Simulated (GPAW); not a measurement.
CdS (Greenockite):

```
CELL_PARAMETERS angstrom
4.15000 0.00000 0.00000
-2.07500 3.59401 0.00000
0.00000 0.00000 6.73700
ATOMIC_POSITIONS crystal
Cd 0.66667 0.33333 0.50000
Cd 0.33333 0.66667 0.00000
S 0.66667 0.33333 0.87500
S 0.33333 0.66667 0.37500
```

Program: GPAW 26.7.0. Alike in all runs: cell as given; cutoff (eV) 600; smearing fermi-dirac 0.05 eV.

Task: Order these runs on this cell by their pressure, lowest first.
A. level PBEsol; potentials or basis PAW data sets generated in the run's folder for this functional, pw; spin off; k mesh 7 × 7 × 4
B. level PBE; potentials or basis GPAW PAW data sets (gpaw-data 1.2.1), pw; spin off; k mesh 7 × 7 × 4; band path GMKGALHA,LM,KH; band points 60
C. level LDA; potentials or basis JTH PAW 2.0, LDA, pw; spin off; k mesh 5 × 5 × 3; band path GMKGALHA,LM,KH; band points 80; data set Cd jth, S jth
D. level revPBE; potentials or basis the program's PAW data sets (release 1.2.1) made for this functional, pw; spin SOC, no magnetisation; k mesh 5 × 5 × 3; band path GMKGALHA,LM,KH; band points 80; spin axis theta (degrees) 0
E. level BLYP; potentials or basis PAW data sets generated in the run's folder for this functional, pw; spin off; k mesh 6 × 6 × 3; band path GMKGALHA,LM,KH; band points 100; eigensolver davidson

Result: C (-3.3 GPa), A (-1.2 GPa), B (1.8 GPa), D (3.5 GPa), E (5.0 GPa).

Caveats: the program truncates these outside data sets (some runs); spin-orbit coupling was added after a scalar SCF, so levels and gaps hold it while energy, forces, pressure and moments don't (some runs).

Not every run made on this cell is shown here.
